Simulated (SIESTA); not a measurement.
Crystal: Pt.

```
Pt
1.0
    -1.58422    1.58422    1.58422
     1.58422   -1.58422    1.58422
     1.58422    1.58422   -1.58422
Pt
1
Cartesian
  0.0000 0.0000 0.0000
```

This isn't the form of Pt at room conditions, which is fcc.

| Property | Result |
| --- | --- |
| Program | SIESTA 5.4.2 |
| Task | single point |
| Functional | PBE |
| Potentials or basis | PseudoDojo 0.4 standard (PBE files) |
| Basis | DZP (energy shift 0.002 Ry) |
| Grid cutoff | 800 Ry |
| Energy shift | 0.002 Ry |
| k mesh | 12 × 12 × 12 |
| Occupations | fermi-dirac, width 0.05 eV |
| Spin | no spin polarisation |

On this cell: pressure 0.6 GPa; band gap on the k mesh none (metal or under the smearing width).

The same run follows on a disturbed copy (cell strained at random at fixed volume):

```
Pt
1.0
    -1.51792    1.61257    1.57266
     1.58438   -1.59122    1.61776
     1.52358    1.59687   -1.55131
Pt
1
Cartesian
  -0.0144 -0.0257 -0.0143
```

Q: What does the disturbed cell give?

A: The energy (extrapolated to zero smearing) moves by +14.0 meV/atom; pressure 1.3 GPa; band gap on the k mesh none (metal or under the smearing width).

Stress tensor (GPa, compression positive):
```
 0.13 -0.17 -6.38
-0.17  2.15 -2.05
-6.38 -2.05  1.48
```

Caveats: semicore shells carry a single zeta, which can move pressures by several GPa and volumes by a few percent; the basis of atomic orbitals isn't converged, which shifts pressures, moduli and gaps.
